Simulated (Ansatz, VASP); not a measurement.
# One calculation of Bi, two programs

Contents of INCAR:

```
SYSTEM = Bi
  PREC = Accurate
  ENCUT = 520
  EDIFF = 1E-6
  ISMEAR = -1
  SIGMA = 0.05
  LREAL = .FALSE.
  LASPH = .TRUE.
  NELM = 80
  ALGO = Fast
  ISIF = 2
  LWAVE = .FALSE.
  LCHARG = .FALSE.
  GGA = CA
  NBANDS = 22
```

The input KPOINTS:

```
regular mesh
0
G
  8 8 4
  0 0 0
```

Contents of POSCAR:

```
Bi
1.0
    3.2809913467      0.0000000000      0.0000000000
    0.0000000000      3.2640382254      0.0000000000
   -0.0815136175      0.0000000000      6.5286865229
Bi
2
Direct
    0.5442472500      0.0000000000      0.7495778900
    0.4557527500      0.0000000000      0.2504221100
```

File input.yaml:

```yaml
crystal:
  lattice:
    - [3.2809913467, 0.0, 0.0]
    - [0.0, 3.2640382254, 0.0]
    - [-0.0815136175, 0.0, 6.5286865229]
  atoms:
    - { symbol: Bi, position: [0.54424725, 0.0, 0.74957789] }
    - { symbol: Bi, position: [0.45575275, 0.0, 0.25042211] }
hamiltonian:
  xc: lda
  pseudopotentials: { kind: paw }
kpoints:
  mp_grid: { grid: [8, 8, 4] }
scf:
  occupations: { method: fermi_dirac, width: 0.05 }
output:
  forces: true
  stress: true
  eigenvalues: true
  write_density: true
  write_potential: true
  elf: true
  volumetric_format: npy
```

This isn't the form of Bi at room conditions, which is rhombohedral.

Alike in both runs: task single point; functional LDA; k mesh 8 × 8 × 4; occupations fermi-dirac, width 0.05 eV; no spin polarisation.

```csv
,VASP,Ansatz
version,VASP 6.6.1,Ansatz 0.2.0
potentials or method,"VASP PAW LDA potentials, release 64 (Bi_d)",Ansatz PAW
plane-wave cutoff (eV),520,420
valence electrons in the cell,30,30
```

VASP gave:

```
gap on the k mesh at the Fermi level (eV)       : none
pressure (GPa)                                  : -3.4
largest component of the traceless stress (GPa) : 0.50
rms of the force components (eV/Å)              : 0.016
```

**Question.** Estimate Ansatz's values.

**Answer.** gap on the k mesh at the Fermi level (eV): none; pressure (GPa): -3.5; largest component of the traceless stress (GPa): 0.50; rms of the force components (eV/Å): 0.017.

Atom by atom the forces differ by 0.001 eV/Å (rms over components). A gap of «none» marks a metal or a gap that the smearing closes.

Caveats: spin-orbit coupling is left out, which moves the levels of the heavy elements; the PAW data sets come from PBE, with cores solved anew for the run's functional, which leaves a small shift of forces and pressure (Ansatz).
